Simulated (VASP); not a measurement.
# Be16H (a cell with a defect) in VASP: notebook, part 2 of 2

VASP 6.6.1. The steps go on from the part before.

## (5) Single point, PBE+D3(BJ)

File INCAR:

```
SYSTEM = Be16H
PREC     = Accurate       ! precision mode
ENCUT    = 520            ! plane-wave cutoff, eV
EDIFF    = 1E-7           ! SCF threshold, eV
ISMEAR   = -1             ! smearing method
SIGMA    = 0.15           ! smearing width, eV
LREAL    = Auto         
LASPH    = .TRUE.         ! aspherical terms in the spheres
NELM     = 100            ! most SCF steps
ALGO     = Normal         ! electronic algorithm
ISIF     = 2              ! what is computed and relaxed
LWAVE    = .FALSE.        ! write WAVECAR
LCHARG   = .FALSE.        ! write CHGCAR
GGA      = PE             ! functional
IVDW     = 12             ! dispersion correction
NBANDS   = 30             ! bands
```

File KPOINTS:

```
regular mesh
0
G
  3 3 2
  0 0 0
```

File POSCAR:

```
Be16H
1.0
   -2.2900000000     -3.9663960000      0.0000000000
    3.4350000000     -1.9831980000      0.0000000000
    0.0000000000      0.0000000000      7.1768600000
Be H
16 1
Direct
    0.7237749929      0.4219053082      0.0554560072
    0.4222962059      0.2957374997      0.2679444771
    0.7349345588      0.4671033885      0.5421451721
    0.4441454494      0.3022105034      0.7922266841
    0.4458835090     -0.0789888688      0.0486981772
    0.1852002697      0.8611961041      0.2820871523
    0.4802468674      0.0062781154      0.5475932372
    0.2567276639      0.8658824892      0.7745866577
    0.2149790700      0.4554300059      0.0217365254
   -0.0170774758      0.3341754237      0.2719155731
    0.2145819344      0.5654418136      0.5094707156
   -0.0574959971      0.3155266861      0.7682050367
   -0.0626900152     -0.0343115385      0.0221684692
    0.6592461209      0.7204872247      0.2680977475
   -0.0346064371      0.0121837727      0.5706952623
    0.6840718722      0.8161061389      0.7666026647
    0.9843436894      0.8591694465      0.8117059550
```

Potentials or basis: VASP PAW PBE potentials, release 64 (Be, H).

On the command line:

```sh
cat potpaw_PBE.64/Be/POTCAR potpaw_PBE.64/H/POTCAR > POTCAR
mpirun -np 1 vasp_std > vasp.out
```

OUTCAR:

```text
SYSTEM = Be16H
   PREC = Accurate
   ENCUT = 520
   EDIFF = 1E-7
   ISMEAR = -1
   LREAL = Auto
   LASPH = .TRUE.
   NELM = 100
   ISIF = 2
   GGA = PE
   IVDW = 12
 IVDW          = 12

 ion  position               nearest neighbor table
   1  0.724  0.422  0.055-  14 1.95  10 1.99  13 2.07   2 2.12   9 2.27  12 2.33   4 2.33   9 2.35
                             5 2.35   5 2.36  13 2.38
   2  0.422  0.296  0.268-  14 2.00  10 2.02   6 2.04   9 2.10   1 2.12   5 2.17  11 2.25   7 2.33

   3  0.735  0.467  0.542-  12 1.97  15 2.10  16 2.14   7 2.17  14 2.24  11 2.24  10 2.31   4 2.33

   4  0.444  0.302  0.792-   8 1.94   9 2.05   7 2.12  16 2.23  12 2.29  12 2.30  16 2.32   3 2.33
                             1 2.33   5 2.38
   5  0.446  0.921  0.049-  14 2.02   6 2.07   9 2.14   8 2.16   2 2.17  13 2.27  16 2.34  13 2.34
                             1 2.35   1 2.36   9 2.38   4 2.38
   6  0.185  0.861  0.282-  11 2.01   2 2.04   5 2.07  10 2.09  13 2.22  14 2.24  10 2.29  15 2.38

   7  0.480  0.006  0.548-  16 1.98   8 2.00   4 2.12  11 2.15   3 2.17  15 2.23   2 2.33  15 2.36

   8  0.257  0.866  0.775-  17 1.28   4 1.94  16 1.97   7 2.00  15 2.06   5 2.16  11 2.25  12 2.29
[... 227 lines left out ...]
      1      -5.3407      2.00000
      2      -2.9836      2.00000
      3      -2.2518      2.00000
      4      -0.4982      2.00000
      5       0.8252      2.00000
      6       1.6108      2.00000
[... 299 lines left out ...]
     27      12.0262      0.00000
     28      12.5134      0.00000
 [bands above 28 left out]

------------------------ aborting loop because EDIFF is reached ----------------------------------------

 Edisp (eV)   -5.71082

 E8    (eV) :    -1.9599

  FORCE on cell =-STRESS in cart. coord.  units (eV):
  Direction    XX          YY          ZZ          XY          YZ          ZX
  --------------------------------------------------------------------------------------
  -------------------------------------------------------------------------------------
  Total      -0.09346     1.65742     1.64507     1.68047    -1.18253     0.11109
  in kB      -1.14858    20.36790    20.21614    20.65124   -14.53202     1.36515
  external pressure =       13.15 kB  Pullay stress =        0.00 kB

 VOLUME and BASIS-vectors are now :
 -----------------------------------------------------------------------------
  energy-cutoff  :      520.00
  volume of cell :      130.38
      direct lattice vectors                 reciprocal lattice vectors
    -2.290000000 -3.966396000  0.000000000    -0.109170306 -0.189088533  0.000000000
     3.435000000 -1.983198000  0.000000000     0.218340611 -0.126059022  0.000000000
     0.000000000  0.000000000  7.176860000     0.000000000  0.000000000  0.139336702

 POSITION                                       TOTAL-FORCE (eV/Angst)
 -----------------------------------------------------------------------------------
     -0.20820     -3.70750      0.39800         0.745763      0.588790     -2.080288
      0.04880     -2.26150      1.92300        -0.883542     -1.079079      1.043143
     -0.07850     -3.84140      3.89090         1.122380      0.549116     -0.933810
      0.02100     -2.36100      5.68570         0.447520     -1.384071     -0.338939
      2.14260     -3.59510      0.34950         0.635997     -0.815342     -1.335470
      2.53410     -2.44250      2.02450        -0.790298      0.524285     -0.156895
[... 9 lines left out ...]
      1.23680     -4.33180      5.50180        -0.773628      0.587510      1.174351
      0.69710     -5.60820      5.82550         1.161807      1.380770      0.664052
 -----------------------------------------------------------------------------------
    total drift:                               -0.000417     -0.000639      0.000162

  FREE ENERGIE OF THE ION-ELECTRON SYSTEM (eV)
  ---------------------------------------------------
  free  energy   TOTEN  =       -64.0763250703 eV

  energy  without entropy=      -63.9427679159  energy(sigma->0) =      -64.00954649
```

stdout:

```text
POSCAR found type information on POSCAR BeH
 POSCAR found :  2 types and      17 ions
 scaLAPACK will be used
 LDA part: xc-table for (Slater+PW92), standard interpolation
 POSCAR, INCAR and KPOINTS ok, starting setup
 FFT: planning ... GRIDC
 FFT: planning ... GRID_SOFT
 FFT: planning ... GRID
 WAVECAR not read
 entering main loop
```

It took 44 s on 1 thread of AMD EPYC 9R45 (Zen 5), shared host; peak memory 0.22 GiB.

Results:

* Free energy: -64.0763 eV
* Pressure: 1.3 GPa
* Largest force: 3.652 eV/Å
* Band gap on the k mesh: none (metal or under the smearing width)
* Dispersion energy per atom: -0.336 eV

Forces on the atoms (eV/Å):
```
Be   0.746  0.589 -2.080
Be  -0.884 -1.079  1.043
Be   1.122  0.549 -0.934
Be   0.448 -1.384 -0.339
Be   0.636 -0.815 -1.335
Be  -0.790  0.524 -0.157
Be   0.210  0.440 -1.511
Be  -1.417  0.427  0.518
Be   0.428  0.471  0.157
Be   0.457  1.066  0.959
Be  -1.685  0.570  0.815
Be   0.801 -1.293  2.284
Be  -0.629 -0.320  0.761
Be   1.450 -1.695  1.399
Be  -1.281 -0.018 -3.420
Be  -0.774  0.588  1.174
H    1.162  1.381  0.664
```

Caveat: the k mesh is coarse (spacing up to 0.53 Å⁻¹), so the values aren't converged.
